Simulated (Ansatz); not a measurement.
## GeTe with two functionals, isotropic strain −1.34 %

Base system: GeTe (space group R3m, No. 160; a = 4.227 Å, c = 10.920 Å (hexagonal axes)).

(Cell as relaxed with PBE.)

Levels (all Ansatz, a quantum-chemistry and plane-wave program, PAW): PBE (420 eV, spin-orbit coupling left out); r2SCAN (500 eV, scalar-relativistic without spin-orbit coupling).

Each level relaxes its own structure.

```csv
base,PBE,r2SCAN
volume per atom,28.16 Å³,27.99 Å³
lattice parameter a,4.227 Å,4.187 Å
```

Perturbation: the cell is scaled by 0.9866 in all directions, atoms relaxed at fixed cell.

```json
[
 {"quantity": "pressure (mean of the normal stresses, compression positive)", "PBE": "15.7 kbar", "r2SCAN": "[?]"},
 {"quantity": "largest internal atomic displacement", "PBE": "0.022 Å", "r2SCAN": "[?]"},
 {"quantity": "energy relative to the base (free energy F)", "PBE": "+5.3 meV/atom", "r2SCAN": "[?]"}
]
```

**Question.** What does r2SCAN give?

**Answer.** 
- pressure (mean of the normal stresses, compression positive), r2SCAN: 16.1 kbar
- largest internal atomic displacement, r2SCAN: 0.019 Å
- energy relative to the base (free energy F), r2SCAN: +5.4 meV/atom

The two differ in detail. Neither level is exact; r2SCAN is the comparison here, not a measurement.

Whether these cells are dynamically stable was not tested. No dispersion term is included, though the crystal is made of layers, chains or molecules, so its spacings can come out too wide.
